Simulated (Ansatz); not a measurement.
Density of states of Al2Pt (Fm-3m, a = 5.946 Å, b = 5.946 Å, c = 5.946 Å, α = 90.00°, β = 90.00°, γ = 90.00°), in states per eV and primitive cell, averaged over bins of 0.3 eV. The calculation used Ansatz 0.2.0, DFT PBE, scalar-relativistic, plane waves, PAW.

Settings: cutoff 420 eV, Γ-centred mesh 12×12×12 on the computed 3-atom cell, Gaussian smearing of 0.10 eV; no spin polarisation.

The cell is relaxed at this level. The states (both spins) are summed by tetrahedra on a 18×18×18 mesh at the self-consistent density. Energies are bin centres; the table starts no lower than −8 eV and ends at 6 eV, or lower where the solved bands end.

It is a metal at this level.

```tsv
E − E_F (eV)	total	Al 3p	Pt 5d	Al 3s	Pt 6s
-7.90	0.74	0.28	0.06	0.23	0.15
-7.60	0.83	0.31	0.09	0.25	0.16
-7.30	0.74	0.28	0.09	0.23	0.13
-7.00	0.66	0.24	0.10	0.21	0.11
-6.70	0.57	0.19	0.11	0.18	0.08
-6.40	0.50	0.15	0.12	0.15	0.06
-6.10	1.32	0.35	0.46	0.46	0.02
-5.80	4.09	0.75	1.98	1.32	0.00
-5.50	1.43	0.29	0.83	0.27	0.02
-5.20	1.08	0.29	0.60	0.14	0.04
-4.90	3.11	0.82	2.15	0.11	0.02
-4.60	5.40	1.05	4.24	0.05	0.04
-4.30	2.88	0.54	2.17	0.04	0.11
-4.00	3.90	0.55	3.08	0.09	0.16
-3.70	5.08	0.45	4.36	0.07	0.16
-3.40	5.84	0.31	5.24	0.08	0.16
-3.10	1.99	0.30	1.43	0.15	0.08
-2.80	1.34	0.34	0.72	0.17	0.09
-2.50	0.83	0.28	0.33	0.12	0.08
-2.20	0.74	0.30	0.24	0.11	0.06
-1.90	0.97	0.43	0.31	0.14	0.06
-1.60	1.02	0.52	0.27	0.14	0.05
-1.30	0.99	0.55	0.23	0.13	0.04
-1.00	1.14	0.68	0.25	0.12	0.04
-0.70	1.36	0.83	0.31	0.12	0.03
-0.40	1.30	0.83	0.26	0.12	0.03
-0.10	1.24	0.82	0.21	0.11	0.03
0.20	1.17	0.79	0.17	0.10	0.02
0.50	1.12	0.77	0.14	0.09	0.02
0.80	1.04	0.74	0.11	0.07	0.01
1.10	0.83	0.58	0.08	0.06	0.01
1.40	0.60	0.39	0.06	0.05	0.01
1.70	0.47	0.29	0.04	0.04	0.01
2.00	0.37	0.21	0.03	0.04	0.01
2.30	0.30	0.16	0.02	0.04	0.01
2.60	0.24	0.11	0.02	0.04	0.00
2.90	0.27	0.08	0.02	0.09	0.00
3.20	1.28	0.23	0.22	0.67	0.04
3.50	2.53	0.76	0.29	1.04	0.12
3.80	2.26	0.78	0.19	0.87	0.14
4.10	1.18	0.44	0.10	0.34	0.12
4.40	0.73	0.27	0.05	0.13	0.12
4.70	0.87	0.34	0.05	0.16	0.12
5.00	1.63	0.77	0.12	0.37	0.11
5.30	2.39	1.38	0.23	0.39	0.12
```

The columns after the total are the main Löwdin projections on the occupied valence shells of the potentials; 2 others are left out. The rest of the total lies in those, in shells that are empty in the free atom, which aren't projected, and between the atoms.

Spin-orbit coupling is left out, which matters for the bands of heavy elements.

Cost: 1 run of about 0.77 core-minutes, on AMD EPYC 7R43 (Zen 3) (shared hosts).